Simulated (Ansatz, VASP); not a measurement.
**As: VASP beside Ansatz**

```
As
1.0
     1.90449    1.09956    3.53164
    -1.90449    1.09956    3.53164
     0.00000   -2.19911    3.53164
As
2
Direct
  0.22754 0.22754 0.22754
  0.77246 0.77246 0.77246
```

Change from the starting cell: volume scaled by 1.04, crystal datasets.

Alike in both runs: task electric field gradients; functional LDA; k mesh 13 × 13 × 13; occupations fermi-dirac, width 0.05 eV; no spin polarisation.

|  | VASP | Ansatz |
| --- | --- | --- |
| version | VASP 6.6.1 | Ansatz 0.2.0 |
| potentials or method | VASP PAW LDA potentials, release 64 (As), cutoff 520 eV | all-electron PAW with datasets made for the crystal, scalar-relativistic |

```tsv
	VASP	Ansatz	Ansatz less VASP
pressure (GPa)	-3.9	-4.2	-0.32
largest component of the traceless stress (GPa)	0.06	0.04	-0.015
rms of the force components (eV/Å)	0.064	0.098	+0.0341
Vzz of the field gradient on the site that differs most (V/Å²)	-45.4	-48.2	-2.83
```

Atom by atom the forces differ by 0.034 eV/Å (rms over components). Ansatz ran all-electron here, so the differences hold the error of VASP's frozen core and of both bases.
